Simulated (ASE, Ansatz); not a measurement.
# Forces and charges in generalised stacking fault on (111) (glide set) of a GaP-AlP solid solution (72 atoms), part 2 of 2

What does DFT give for generalised stacking fault on (111) (glide set) of a GaP-AlP solid solution (72 atoms) as built?

Ansatz 0.2.0; Kohn-Sham DFT, LDA, PAW (set soft_2), plane waves.

The cell: 18 Al, 36 P and 18 Ga. The host structure and its lattice constant were typed by rule, without a check against the phase diagram.

So far: The structure; Plane-wave single point.

### 2. Plane-wave single point (continued)

Electrostatic potential energy in the ca plane at fractional y = 0.000, with atoms of Ga and P and Al within 0.2 Å of it. With pseudopotentials it is smooth inside the atoms' cores, unlike the true potential.

Values in eV, 10 rows by 16 columns, each cell a mean:
```
-16  -4 -41 -33   8  10  10  10   9  -6  -7   5  -3   2   7  -6
  0   6  -9  -9   9  10  10  10   8 -13 -15  -8 -48  -1  10   9
  9  10   9   8  10   9   5   7   8  -6 -11  -5 -48  -4  10  10
 10  10  10  10  10   7 -12  -6   1 -10   5   7  -1   7  10  10
  9  10  10   9   9   6 -15 -13 -18 -50   3  10   9   9  10   6
  4  10   7   0   6   7  -6  -5  -6 -37   4  10  10  10   9  -3
 -7  10   2  -8  -3 -10 -13   7   8   4   8  10   8   8   9  -1
  2   9   3  -6  -6 -32 -42   7  10  10  10   9   1  -4   6   2
 -4   7   5  -3   2  -9 -21   8  10  10  10   9  -6  -5  -2 -39
-16  -3 -23 -12   8   8   7   9  10   8   8   9  -3  -9  -2 -50
```
Columns run along c (16.0 Å, from fractional 0.00 to 0.83 of the cell; values clipped at the 3rd and 97th percentile), rows up along a (6.7 Å). Atoms in or near the plane, at fractional coordinates: Ga at (0.02, 0.99), P at (0.15, 0.95), Al at (0.19, 0.27), P at (0.31, 0.23), Ga at (0.35, 0.55), P at (0.48, 0.51), Ga at (0.52, 0.83), P at (0.64, 0.79), Al at (0.68, 0.11), P at (0.80, 0.07).

Mean intrinsic-atomic-orbital charges: Al +0.35, Ga -0.01, P -0.17 e. Charges this small depend on the projection, at times even in sign. The charge on P changes by -0.092 e for each Al neighbour that takes the place of another kind, on average.

### 3. Distances and neighbours

These statistics describe the geometry on which the runs were made.

Density 3.21 g/cm³, 20.53 Å³ an atom.

g(r), total and by pair (bins of 0.2 Å):

| r (Å) | total | P-P | P-Al | P-Ga | Al-Al | Al-Ga | Ga-Ga |
| --- | --- | --- | --- | --- | --- | --- | --- |
| 2.30 | 5.05 | 0.00 | 10.10 | 10.05 | 0.00 | 0.00 | 0.00 |
| 2.50 | 0.77 | 0.00 | 1.53 | 1.53 | 0.00 | 0.00 | 0.00 |
| 2.70 | 0.00 | 0.00 | 0.00 | 0.00 | 0.00 | 0.00 | 0.00 |
| 2.90 | 0.00 | 0.00 | 0.00 | 0.00 | 0.00 | 0.00 | 0.00 |
| 3.10 | 0.00 | 0.00 | 0.00 | 0.00 | 0.00 | 0.00 | 0.00 |
| 3.30 | 0.00 | 0.00 | 0.00 | 0.00 | 0.00 | 0.00 | 0.00 |
| 3.50 | 0.00 | 0.00 | 0.00 | 0.00 | 0.00 | 0.00 | 0.00 |
| 3.70 | 0.00 | 0.00 | 0.00 | 0.00 | 0.00 | 0.00 | 0.00 |
| 3.90 | 6.07 | 12.17 | 0.00 | 0.00 | 11.44 | 13.17 | 10.70 |
| 4.10 | 0.62 | 0.90 | 0.32 | 0.32 | 0.45 | 1.12 | 1.12 |
| 4.30 | 0.00 | 0.00 | 0.00 | 0.00 | 0.00 | 0.00 | 0.00 |
| 4.50 | 4.38 | 0.00 | 8.76 | 8.77 | 0.00 | 0.00 | 0.00 |
| 4.70 | 0.00 | 0.00 | 0.00 | 0.00 | 0.00 | 0.00 | 0.00 |
| 4.90 | 0.00 | 0.00 | 0.00 | 0.00 | 0.00 | 0.00 | 0.00 |
| 5.10 | 0.00 | 0.00 | 0.00 | 0.00 | 0.00 | 0.00 | 0.00 |
| 5.30 | 0.00 | 0.00 | 0.00 | 0.00 | 0.00 | 0.00 | 0.00 |
| 5.50 | 1.62 | 3.21 | 0.00 | 0.00 | 3.28 | 3.27 | 3.26 |
| 5.70 | 0.53 | 0.06 | 1.02 | 1.02 | 0.00 | 0.00 | 0.00 |
| 5.90 | 2.40 | 0.00 | 4.88 | 4.75 | 0.00 | 0.00 | 0.00 |
| 6.10 | 0.13 | 0.00 | 0.19 | 0.32 | 0.00 | 0.00 | 0.00 |
| 6.30 | 0.00 | 0.00 | 0.00 | 0.00 | 0.00 | 0.00 | 0.00 |
| 6.50 | 0.13 | 0.26 | 0.00 | 0.00 | 0.34 | 0.17 | 0.35 |
| 6.70 | 3.99 | 7.95 | 0.00 | 0.00 | 8.07 | 7.91 | 8.12 |
| 6.90 | 0.03 | 0.08 | 0.00 | 0.00 | 0.08 | 0.04 | 0.00 |
| 7.10 | 2.12 | 0.00 | 4.28 | 4.17 | 0.00 | 0.00 | 0.00 |
| 7.30 | 0.08 | 0.00 | 0.10 | 0.21 | 0.00 | 0.00 | 0.00 |
| 7.50 | 0.60 | 1.15 | 0.06 | 0.08 | 1.27 | 1.01 | 1.27 |
| 7.70 | 1.55 | 2.74 | 0.36 | 0.34 | 2.38 | 3.10 | 2.37 |

Bonds by pair of elements; cutoffs follow the first minimum of g(r), held within bounds set by covalent radii, and pairs that aren't listed don't count as bonded:

| pair A-B | cutoff (Å) | bonds | mean length (Å) | spread (Å) | shortest (Å) | B about A | A about B |
| --- | --- | --- | --- | --- | --- | --- | --- |
| P-Al | 2.83 | 72 | 2.37 | 0.027 | 2.33 | 2 | 4 |
| P-Ga | 2.83 | 72 | 2.37 | 0.029 | 2.33 | 2 | 4 |

How many atoms have how many bonded neighbours:

| element | mean | 4 |
| --- | --- | --- |
| Al | 4 | 18 |
| Ga | 4 | 18 |
| P | 4 | 36 |

Bond angles (no mean is given where the spread exceeds 20°):

| angle | count | mean (°) | spread (°) |
| --- | --- | --- | --- |
| Al-P-Ga | 118 | 110 | 1.9 |
| P-Al-P | 108 | 109 | 1.9 |
| P-Ga-P | 108 | 109 | 1.9 |
| Al-P-Al | 49 | 109 | 1.7 |
| Ga-P-Ga | 49 | 109 | 2.1 |

Rings of the network by King's shortest-path rule, up to 12 atoms, one path for each pair of neighbours; H, halogens, alkali and alkaline-earth atoms are left out, and the last column divides by all other atoms, bonded or not:

| ring size (atoms) | rings | per network atom |
| --- | --- | --- |
| 6 | 143 | 1.99 |

With the cutoffs above, all Al atoms have 4, all Ga atoms have 4 and all P atoms have 4 bonded neighbours. The Al-P-Ga angle averages 110° with a spread of 1.9°. All rings counted have 6 atoms.

The surroundings of Al15, which bears the longest force, nearest first, numbered as they follow in the input and with coordinates relative to it.

| atom | x | y | z | distance (Å) | bonds | intrinsic-atomic-orbital charge (e) | Fx | Fy | Fz (eV/Å) |
| --- | --- | --- | --- | --- | --- | --- | --- | --- | --- |
| Al15 | 0.00 | 0.00 | 0.00 | 0.00 | 4 | 0.34 | 0.03 | -0.02 | -1.38 |
| P16 | -0.02 | 0.00 | 2.35 | 2.35 | 4 | -0.08 | 0.13 | 0.09 | 0.09 |
| P70 | -1.13 | 1.93 | -0.96 | 2.43 | 4 | -0.18 | 0.11 | 0.14 | 0.87 |
| P56 | -1.13 | -1.91 | -1.01 | 2.44 | 4 | -0.28 | 0.08 | -0.12 | 1.29 |
| P54 | 2.24 | -0.01 | -1.00 | 2.45 | 4 | -0.26 | -0.11 | 0.06 | 1.22 |
| Ga17 | 2.22 | 0.01 | 3.13 | 3.84 | 4 | 0.00 | -0.01 | -0.05 | 0.14 |
| Ga5 | 0.00 | -3.84 | -0.02 | 3.84 | 4 | -0.01 | -0.09 | -0.06 | -0.98 |
| Al11 | 3.33 | 1.94 | -0.02 | 3.85 | 4 | 0.34 | 0.01 | -0.04 | -1.13 |

The column of bonds counts only the pairs P-Al within 2.83 Å, P-Ga within 2.83 Å; other neighbours, such as metal atoms beside each other in a compound, aren't counted, and periodic images can show an atom twice.

### 4. Outcome

```yaml
free_energy_per_atom: -1418.3889 eV/atom
density: 3.209 g/cm³
pressure: -2.69 GPa
r_m_s_force_component: 0.307 eV/Å
spacing_of_highest_filled_and_lowest_empty_level: 1.259 eV
wall_time_of_the_1_dft_run: 28 s
```

Between filled and empty levels lie 1.26 eV on the run's k-points; the mesh holds the band edges only if they fold onto it, so the gap at this level can be narrower or closed, while local or semilocal functionals tend to narrow gaps against experiment. With the cutoffs above, all Al atoms have 4, all Ga atoms have 4 and all P atoms have 4 bonded neighbours.

Caveats: The geometry was built by rule, was displaced at random and isn't relaxed at this level: its force components are 0.31 eV/Å r.m.s. The pressure of -2.7 GPa belongs to a cell and atoms that aren't relaxed at this level.

[Logs are printed without paths, hosts, clocks, repeated set-up lines and the standing remarks that a program may print on its own settings, such as how far it seeks lower states.]

[Hosts, paths, dates, database ids (printed as entryN), source tags and the programs' standing remarks are cut or masked in the printed files.]
